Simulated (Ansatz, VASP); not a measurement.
# Al2Cu: VASP beside Ansatz

```
Al Cu
1.0
     4.23120    0.00000    0.00000
     0.00000    4.23120    0.00000
     0.00000    0.00000    2.88473
Al Cu
2 1
Direct
  0.50000 0.00000 0.50000
  0.00000 0.50000 0.50000
  0.00000 0.00000 0.00000
```

Change from the starting cell: mode 9 frozen in at +0.000 Å, equal normal strain along x and y +0.0267.

Alike in both runs: task single point; functional PBE; k mesh 10 × 10 × 14; occupations gaussian, width 0.15 eV; no spin polarisation.

```csv
,VASP,Ansatz
version,VASP 6.6.1,Ansatz 0.2.0
potentials or method,"VASP PAW PBE potentials, release 64 (Al, Cu)","scalar-relativistic, plane waves, PAW"
plane-wave cutoff (eV),520,520
valence electrons in the cell,17,25
```

|  | VASP | Ansatz | Ansatz less VASP |
| --- | --- | --- | --- |
| gap on the k mesh at the Fermi level (eV) | none | none | - |
| pressure (GPa) | -4.0 | -4.0 | +0.01 |
| largest component of the traceless stress (GPa) | 0.68 | 0.71 | +0.034 |

A gap of «none» marks a metal or a gap that the smearing closes. With one functional, cell and mesh, what is left measures potentials, basis and numerics. The two sets of potentials don't hold the same shells in valence.
